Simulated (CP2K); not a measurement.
Input of a CP2K 2026.2 run:

Contents of cl_charges.inp:

```
&GLOBAL
  PROJECT cl_charges
  RUN_TYPE ENERGY_FORCE
  PRINT_LEVEL LOW
&END GLOBAL
&FORCE_EVAL
  METHOD QS
  STRESS_TENSOR ANALYTICAL
  &DFT
    BASIS_SET_FILE_NAME BASIS_MOLOPT_UZH
    POTENTIAL_FILE_NAME POTENTIAL_UZH
    &MGRID
      CUTOFF 675
      REL_CUTOFF 60
      NGRIDS 5
    &END MGRID
    &QS
      METHOD GPW
      EPS_DEFAULT 1.0E-9
    &END QS
    &KPOINTS
      SCHEME MONKHORST-PACK 7 7 4
      GAMMA_CENTERED T
      SYMMETRY T
      SYMMETRY_BACKEND SPGLIB
    &END KPOINTS
    &SCF
      SCF_GUESS ATOMIC
      EPS_SCF 1.0E-6
      MAX_SCF 100
      ADDED_MOS 14
      CHOLESKY OFF
      EPS_EIGVAL 1.0E-7
      &DIAGONALIZATION ON
        ALGORITHM STANDARD
      &END DIAGONALIZATION
      &MIXING ON
        METHOD BROYDEN_MIXING
        ALPHA 0.4
        BETA 1.5
        NBUFFER 8
      &END MIXING
      &SMEAR ON
        METHOD FERMI_DIRAC
        ELECTRONIC_TEMPERATURE 580.23
      &END SMEAR
    &END SCF
    &XC
      &XC_FUNCTIONAL
        &GGA_X_B86_R
        &END GGA_X_B86_R
        &LDA_C_PW
        &END LDA_C_PW
      &END XC_FUNCTIONAL
      &VDW_POTENTIAL
        POTENTIAL_TYPE NON_LOCAL
        &NON_LOCAL
          TYPE LMKLL
          KERNEL_FILE_NAME vdW_kernel_table.dat
          CUTOFF 300
        &END NON_LOCAL
      &END VDW_POTENTIAL
    &END XC
    &PRINT
      &KPOINTS ON
      &END KPOINTS
      &MULLIKEN ON
      &END MULLIKEN
      &MO ON
        ENERGIES T
        OCCUPATION_NUMBERS T
        &EACH
          QS_SCF 0
        &END EACH
        ADD_LAST NUMERIC
      &END MO
      &LOWDIN ON
      &END LOWDIN
      &HIRSHFELD ON
        SHAPE_FUNCTION GAUSSIAN
      &END HIRSHFELD
      &VORONOI ON
        VORONOI_RADII VDW
      &END VORONOI
      &E_DENSITY_CUBE ON
        STRIDE 1
      &END E_DENSITY_CUBE
      &V_HARTREE_CUBE ON
        STRIDE 1
      &END V_HARTREE_CUBE
      &ELF_CUBE ON
        STRIDE 1
      &END ELF_CUBE
    &END PRINT
  &END DFT
  &SUBSYS
    &CELL
      ABC 3.8669787949 3.8669787949 8.2100000000
      ALPHA_BETA_GAMMA 90.0000000000 90.0000000000 71.1614757839
      PERIODIC XYZ
    &END CELL
    &COORD
      SCALED
      Cl  0.3700000000 0.6300000000 0.4000000000
      Cl  0.1300000000 0.8700000000 0.9000000000
      Cl  0.6300000000 0.3700000000 0.6000000000
      Cl  0.8700000000 0.1300000000 0.1000000000
    &END COORD
    &KIND Cl
      BASIS_SET TZVP-MOLOPT-PBE-GTH-q7
      POTENTIAL GTH-PBE-q7
    &END KIND
    &PRINT
      &ATOMIC_COORDINATES ON
      &END ATOMIC_COORDINATES
      &CELL ON
      &END CELL
    &END PRINT
  &END SUBSYS
  &PRINT
    &FORCES ON
    &END FORCES
    &STRESS_TENSOR ON
    &END STRESS_TENSOR
  &END PRINT
&END FORCE_EVAL
```

Potentials or basis: POTENTIAL_UZH Cl GTH-PBE-q7; TZVP-MOLOPT-PBE-GTH basis.

The run is started by

```sh
$ OMP_NUM_THREADS=1 cp2k.psmp -i cl_charges.inp -o cl_charges.out
```

What does it give for the pressure?

0.1 GPa.

Estimate the band gap on the k mesh.

2.38 eV, indirect (least direct gap 2.43 eV).

What does it give for the largest force?

0.588 eV/Å.

Forces in eV/Å, atoms in the order of the input:
```
Cl  -0.157  0.220 -0.522
Cl   0.157 -0.219 -0.522
Cl   0.157 -0.220  0.522
Cl  -0.157  0.219  0.522
```

Caveat: the potentials were made for another functional, which shifts forces and pressure; an odd mesh through Γ misses points on the zone boundary, where band edges often lie; the basis of atomic orbitals isn't converged, which shifts pressures, moduli and gaps.
